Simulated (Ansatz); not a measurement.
Sb:

```xyz
2
Lattice="3.3545 0.0000 0.0000 -1.6773 2.9051 0.0000 0.0000 0.0000 5.4702" Properties=species:S:1:pos:R:3 pbc="T T T"
Sb    1.6773    0.9684    4.1026
Sb    0.0000    1.9367    1.3675
```

This isn't the form of Sb at room conditions, which is rhombohedral.

- Program: Ansatz 0.2.0
- Task: relaxation of cell and atoms
- Functional: BLYP
- Dispersion: D3(BJ)
- Potentials or basis: Ansatz PAW
- Cutoff: 420 eV (not typed: the program's choice for these potentials)
- k mesh: 9 × 9 × 5
- Occupations: fermi-dirac, width 0.05 eV
- Spin: no spin polarisation

At the start: volume 26.65 Å³/atom.

Question: How do energy, volume and symmetry change on relaxing?

Answer: It ends after 6 steps and the volume is 26.78 Å³/atom (+0.5 %); space group P6_3/mmc (No. 194, to 0.05 Å).

Step by step:
| step | energy change (eV) | largest force (eV/Å) | volume (Å³) |
| --- | --- | --- | --- |
| 1 | 0.0000 | 0.0000 | 53.31 |
| 2 | -0.0003 | 0.0000 | 53.38 |
| 3 | -0.0034 | 0.0000 | 53.11 |
| 4 | -0.0050 | 0.0000 | 53.49 |
| 5 | -0.0060 | 0.0000 | 53.56 |
| 6 | -0.0060 | 0.0000 | 53.56 |

Final structure:
```yaml
crystal:
  lattice:
    - [3.46347, 0.00000, 0.00000]
    - [-1.73174, 2.99945, 0.00000]
    - [0.00000, 0.00000, 5.15526]
  atoms:
    - { symbol: Sb, position: [0.66667, 0.33333, 0.75000] }
    - { symbol: Sb, position: [0.33333, 0.66667, 0.25000] }
```

Caveat: the plane-wave basis is chosen anew once the cell has moved, so the energies of steps on either side of that aren't comparable; pairwise dispersion overbinds metals, which lowers pressure and volume; the PAW data sets come from PBE, with cores solved anew for the run's functional, which leaves a small shift of forces and pressure.
